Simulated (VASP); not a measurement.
# Rb (Fm-3m) in VASP: further runs, part 2 of 2

VASP 6.6.1. Earlier steps stand in the parts before.

## 3. Single point, r2SCAN

INCAR reads:

```
SYSTEM = Rb
PREC = Accurate
ENCUT = 450
EDIFF = 0.01
ISMEAR = 1
SIGMA = 0.2
LREAL = .FALSE.
LASPH = .TRUE.
NELM = 100
ALGO = Normal
ISIF = 2
LWAVE = .FALSE.
LCHARG = .FALSE.
METAGGA = R2SCAN
LMIXTAU = .TRUE.
ADDGRID = .FALSE.
```

KPOINTS reads:

```
regular mesh
0
G
  5 5 5
  0 0 0
```

POSCAR reads:

```
Rb
1.0
    0.0000000000      3.6398846700      3.6398846700
    3.6398846700      0.0000000000      3.6398846700
    3.6398846700      3.6398846700      0.0000000000
Rb
1
Direct
    0.0000000000      0.0000000000      0.0000000000
```

Potentials or basis: VASP PAW PBE potentials, release 64 (Rb_sv).

Launch:

```console
cat potpaw_PBE.64/Rb_sv/POTCAR > POTCAR
mpirun -np 1 vasp_std > vasp.out
```

OUTCAR:

```text
SYSTEM = Rb
   PREC = Accurate
   ENCUT = 450
   EDIFF = 0.01
   ISMEAR = 1
   LREAL = .FALSE.
   LASPH = .TRUE.
   NELM = 100
   ISIF = 2
   METAGGA = R2SCAN

 Found     10 irreducible k-points:

 Following reciprocal coordinates:
            Coordinates               Weight
  0.000000  0.000000  0.000000      1.000000
  0.200000  0.000000  0.000000      8.000000
  0.400000  0.000000  0.000000      8.000000
  0.200000  0.200000  0.000000      6.000000
  0.400000  0.200000  0.000000     24.000000
 -0.400000  0.200000  0.000000     24.000000
   k-points           NKPTS =     10   k-points in BZ     NKDIM =     10   number of bands    NBANDS=      8
   number of dos      NEDOS =    301   number of ions     NIONS =      1
   total plane-waves  NPLWV =  46656
   dimension x,y,z NGX =    36 NGY =   36 NGZ =   36
   dimension x,y,z NGXF=    72 NGYF=   72 NGZF=   72
   ions per type =               1
   NGX,Y,Z   is equivalent  to a cutoff of  11.63, 11.63, 11.63 a.u.
   NGXF,Y,Z  is equivalent  to a cutoff of  23.25, 23.25, 23.25 a.u.
 SYSTEM =  Rb
   PREC   = accura    normal or accurate (medium, high low for compatibility)
   ISTART =      0    job   : 0-new  1-cont  2-samecut
   ICHARG =      2    charge: 1-file 2-atom 10-const
   ISPIN  =      1    spin polarized calculation?
   LNONCOLLINEAR =      F non collinear calculations
   LSORBIT =      F    spin-orbit coupling
   LASPH  =      T    aspherical Exc in radial PAW
   ENCUT  =  450.0 eV  33.07 Ry    5.75 a.u.   8.90  8.90  8.90*2*pi/ulx,y,z
   NELM   =    100;   NELMIN=  2; NELMDL= -5     # of ELM steps
   EDIFF  = 0.1E-01   stopping-criterion for ELM
   LREAL  =      F    real-space projection
   EDIFFG = 0.1E+00   stopping-criterion for IOM
   NSW    =      0    number of steps for IOM
   IBRION =     -1    ionic relax: 0-MD 1-quasi-New 2-CG
   NFREE  =      0    steps in history (QN), initial steepest desc. (CG)
   ISIF   =      2    stress and relaxation
   ISYM   =      2    0-nonsym 1-usesym 2-fastsym
   POTIM  = 0.5000    time-step for ionic-motion
   TEBEG  =    0.0;   TEEND  =   0.0 temperature during run
   PSTRESS=    0.0 pullay stress
   NELECT =       9.0000    total number of electrons
   NUPDOWN=      -1.0000    fix difference up-down
   EMIN   =  10.00;   EMAX   =-10.00  energy-range for DOS
   EFERMI =   0.00;   METHOD = LEGACY
   ISMEAR =     1;   SIGMA  =   0.20  broadening in eV -4-tet -1-fermi 0-gaus
   EFERMI_NEDOS =   21; number of points for ismear=-14 and -15
   IALGO  =     38    algorithm
   IMIX   =      4    mixing-type and parameters
     AMIX     =   0.40;   BMIX     =  1.00
     AMIX_MAG =   1.60;   BMIX_MAG =  1.00
  volume/ion in A,a.u.               =      96.45       650.86
  Fermi-wavevector in a.u.,A,eV,Ry     =   0.742548  1.403213  7.501953  0.551378
  Thomas-Fermi vector in A             =   1.837453
   LORBIT       =      0    0 simple, 1 ext, 2 COOP (PROOUT), +10 PAW based schemes
   METAGGA = R2SCAN    functional components
   LHFCALC =     F    Hartree Fock is set to
   AEXX    =    0.0000 exact exchange contribution
   IVDW    =     0    specifies the selected vdW correction
   LEPSILON=     F    determine dielectric tensor
   LRPA    =     F    only Hartree local field effects (RPA)
 non-spin polarized calculation
 Methfessel and Paxton  Order N= 1 SIGMA  =   0.20
  energy-cutoff  :      450.00
  volume of cell :       96.45
 maximum number of plane-waves:      2107
   NGX = 17   NGY = 17   NGZ = 17

 number of electron       9.0000000 magnetization

 Free energy of the ion-electron system (eV)
  ---------------------------------------------------
  ext. energy  EPLUGINS =         0.00000000
  ---------------------------------------------------
  free energy    TOTEN  =       -13.95546508 eV

  energy without entropy =      -13.95945722  energy(sigma->0) =      -13.95679579

 E-fermi :   0.0400     XC(G=0):  -5.5433

 val. band max:       -0.0203650757   @ k =   0.4000   0.4000   0.0000
 cond. band min:       0.3228197069   @ k =  -0.4000   0.2000   0.0000
 fundamental gap:      0.3431847826
 Fermi energy:         0.0400209969

 k-point     1 :       0.0000    0.0000    0.0000
  band No.  band energies     occupation
      1     -30.1802      2.00000
      2     -13.6602      2.00000
      3     -13.6598      2.00000
      4     -13.6598      2.00000
      5      -2.0531      2.00000
      6       3.6967     -0.00000
      7       3.6967     -0.00000
      8       3.6974     -0.00000

 k-point     2 :       0.2000    0.0000    0.0000
  band No.  band energies     occupation
      1     -30.1792      2.00000
      2     -13.6867      2.00000
      3     -13.6638      2.00000
      4     -13.6635      2.00000
      5      -1.6246      2.00000
      6       2.6717     -0.00000
      7       3.7865     -0.00000
      8       3.7867     -0.00000

 k-point     3 :       0.4000    0.0000    0.0000
  band No.  band energies     occupation
      1     -30.1776      2.00000
      2     -13.7293      2.00000
      3     -13.6697      2.00000
      4     -13.6694      2.00000
      5      -0.4756      2.00162
      6       1.1166     -0.00000
      7       3.5324     -0.00000
      8       3.5327     -0.00000

 k-point     4 :       0.2000    0.2000    0.0000
  band No.  band energies     occupation
      1     -30.1789      2.00000
      2     -13.6858      2.00000
      3     -13.6698      2.00000
      4     -13.6695      2.00000
      5      -1.4849      2.00000
      6       2.7602     -0.00000
      7       3.6220     -0.00000
      8       3.8015     -0.00000

 k-point     5 :       0.4000    0.2000    0.0000
  band No.  band energies     occupation
      1     -30.1775      2.00000
      2     -13.7166      2.00000
      3     -13.6793      2.00000
      4     -13.6764      2.00000
      5      -0.5780      2.00011
      6       1.7666     -0.00000
      7       2.7307     -0.00000
      8       3.7877     -0.00000

 k-point     6 :      -0.4000    0.2000    0.0000
  band No.  band energies     occupation
      1     -30.1769      2.00000
      2     -13.7264      2.00000
      3     -13.6895      2.00000
      4     -13.6745      2.00000
      5       0.3228     -0.06250
      6       0.8375     -0.00000
      7       2.4465     -0.00000
      8       3.7039     -0.00000

 [... further k-points ...]

------------------------ aborting loop because EDIFF is reached ----------------------------------------

  FORCE on cell =-STRESS in cart. coord.  units (eV):
  Direction    XX          YY          ZZ          XY          YZ          ZX
  --------------------------------------------------------------------------------------
  -------------------------------------------------------------------------------------
  Total        0.3141962      0.3141962      0.3141962     -0.0000000     -0.0000000      0.0000000
  in kB        5.2193771      5.2193771      5.2193771     -0.0000000     -0.0000000      0.0000000
  external PRESSURE =       5.2193771 kB  Pullay stress =       0.0000000 kB

 VOLUME and BASIS-vectors are now :
 -----------------------------------------------------------------------------
  energy-cutoff  :      450.00
  volume of cell :       96.45
      direct lattice vectors                 reciprocal lattice vectors
     0.000000000  3.639884670  3.639884670    -0.137366990  0.137366990  0.137366990
     3.639884670  0.000000000  3.639884670     0.137366990 -0.137366990  0.137366990
     3.639884670  3.639884670  0.000000000     0.137366990  0.137366990 -0.137366990

 POSITION                                       TOTAL-FORCE (eV/Angst)
 -----------------------------------------------------------------------------------
      0.00000      0.00000      0.00000         0.000000     -0.000000     -0.000000
 -----------------------------------------------------------------------------------
    total drift:                               -0.000000      0.000000      0.000000

  FREE ENERGIE OF THE ION-ELECTRON SYSTEM (eV)
  ---------------------------------------------------
  free  energy   TOTEN  =       -13.9554650828 eV

  energy  without entropy=      -13.9594572191  energy(sigma->0) =      -13.95679579
```

OSZICAR:

```text
N       E                     dE             d eps       ncg     rms          rms(c)
DAV:   1     0.288890377475E+02    0.28889E+02   -0.30329E+03   160   0.733E+02
DAV:   2    -0.143154538166E+02   -0.43204E+02   -0.40777E+02   176   0.142E+02
DAV:   3    -0.170088720542E+02   -0.26934E+01   -0.26945E+01   248   0.404E+01
DAV:   4    -0.170411838753E+02   -0.32312E-01   -0.32310E-01   232   0.436E+00
DAV:   5    -0.170425073803E+02   -0.13235E-02   -0.13232E-02   296   0.437E-01    0.937E-01
DAV:   6    -0.145776407305E+02    0.24649E+01   -0.12236E+00   160   0.572E+00    0.741E-01
DAV:   7    -0.137365955507E+02    0.84105E+00   -0.33403E-01   160   0.592E+00    0.570E-01
DAV:   8    -0.141769544899E+02   -0.44036E+00   -0.19739E-01   160   0.576E+00    0.413E-01
DAV:   9    -0.138424845821E+02    0.33447E+00   -0.85241E-02   160   0.369E+00    0.143E-01
DAV:  10    -0.139472055036E+02   -0.10472E+00   -0.11234E-01   176   0.310E+00    0.174E-01
DAV:  11    -0.139554650828E+02   -0.82596E-02   -0.51654E-03   128   0.812E-01
   1 F= -.13955465E+02 E0= -.13956796E+02  d E =0.399214E-02
```

Wall time 11 s (1 thread of Intel Xeon 6975P-C (Granite Rapids), shared host); peak memory 0.2 GiB.

The run converged, but some of its settings lie outside the range that counts as converged, so its numbers aren't taken as properties of the crystal.

What came out:

| Property | Result |
| --- | --- |
| Free energy | -13.9555 eV |
| Pressure | 0.5 GPa |
| Band gap on the k mesh | none (metal or under the smearing width) |

Caveat: the PAW data sets were made with another functional, which shifts forces and pressure a little.

## 4. Single point, r2SCAN

INCAR is that of step 3.

KPOINTS is that of step 3.

POSCAR reads:

```
Rb
1.0
    0.0790870000      3.6559800000      3.6130310000
    3.6559400000      0.0406780000      3.6514400000
    3.6810400000      3.7194890000      0.0155780000
Rb
1
Direct
   -0.0191540000      0.0033960000      0.0084760000
```

Launch:

```console
cat potpaw_PBE.64/Rb_sv/POTCAR > POTCAR
mpirun -np 1 vasp_std > vasp.out
```

Wall time 43 s (1 thread of Intel Xeon 6975P-C (Granite Rapids), shared host); peak memory 0.22 GiB.

The run converged, but some of its settings lie outside the range that counts as converged, so its numbers aren't taken as properties of the crystal.

What came out:

```
Free energy            : -13.9529 eV
Pressure               : 0.6 GPa
Band gap on the k mesh : none (metal or under the smearing width)
```

Caveat: the PAW data sets were made with another functional, which shifts forces and pressure a little.

## 5. Single point, r2SCAN

INCAR, as its differences from that of step 4:

```diff
@@ -3,3 +3,3 @@
 ENCUT = 450
-EDIFF = 0.01
+EDIFF = 0.001
 ISMEAR = 1
```

KPOINTS is that of step 4.

POSCAR reads:

```
Rb
1.0
    0.0000000000      3.6398846700      3.6398846700
    3.6398846700      0.0000000000      3.6398846700
    3.6398846700      3.6398846700      0.0000000000
Rb
1
Direct
    0.0000000000      0.0000000000      0.0000000000
```

Launch:

```console
cat potpaw_PBE.64/Rb_sv/POTCAR > POTCAR
mpirun -np 1 vasp_std > vasp.out
```

Wall time 18 s (1 thread of Intel Xeon 6975P-C (Granite Rapids), shared host); peak memory 0.2 GiB.

These settings aren't checked as converged: the numbers below hold their error.

What came out:

- Free energy: -13.9461 eV
- Pressure: -0.1 GPa
- Band gap on the k mesh: none (metal or under the smearing width)

Caveat: the PAW data sets were made with another functional, which shifts forces and pressure a little.
